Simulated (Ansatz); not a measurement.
# TePb: the cost of one run

Method: DFT PBEsol, scalar-relativistic, plane waves, PAW, in Ansatz 0.2.0.

1 further run of the same task is left out (set aside as unsound or not needed).

### 1 Starting point

It takes space group Fm-3m (No. 225, cubic). Conventional cell: a = 6.454 Å, b = 6.454 Å, c = 6.454 Å, α = 90.00°, β = 90.00°, γ = 90.00°. Te (site symmetry m-3m) has 6 Pb at 3.23 Å as nearest neighbours. Pb (site symmetry m-3m) has 6 Te at 3.23 Å as nearest neighbours.

As a file:

```
CELL_PARAMETERS angstrom
0.00000 3.22700 3.22700
3.22700 0.00000 3.22700
3.22700 3.22700 0.00000
ATOMIC_POSITIONS crystal
Te 0.50000 0.50000 0.50000
Pb 0.00000 0.00000 0.00000
```

The structure comes from the Crystallography Open Database.

### 2 One atom moved

What differs from the listed cell: atom 1 (Te) moved by 0.38 Å.

Contents of input.yaml:

```yaml
crystal:
  lattice:
    - [0.0, 3.227, 3.227]
    - [3.227, 0.0, 3.227]
    - [3.227, 3.227, 0.0]
  atoms:
    - { symbol: Te, position: [0.4753904555, 0.5397629377, 0.4175813449] }
    - { symbol: Pb, position: [0.0, 0.0, 0.0] }
basis:
  ecutwfc: 420
kpoints:
  mp_grid: { grid: [8, 8, 8] }
hamiltonian:
  xc: pbesol
scf:
  occupations: { method: gaussian, width: 0.02 }
output:
  forces: true
  stress: true
  eigenvalues: true
```

Launch:

```sh
$ ansatz run input.yaml --threads 1 --pin off --max-ram 1331MiB --backend cpu --events-out ev --progress --plain --runs-dir out
```

Q: Estimate wall time and peak memory on 1 thread of an x86-64 CPU, shared host.

About 68 s, with a peak of 0.62 GiB.
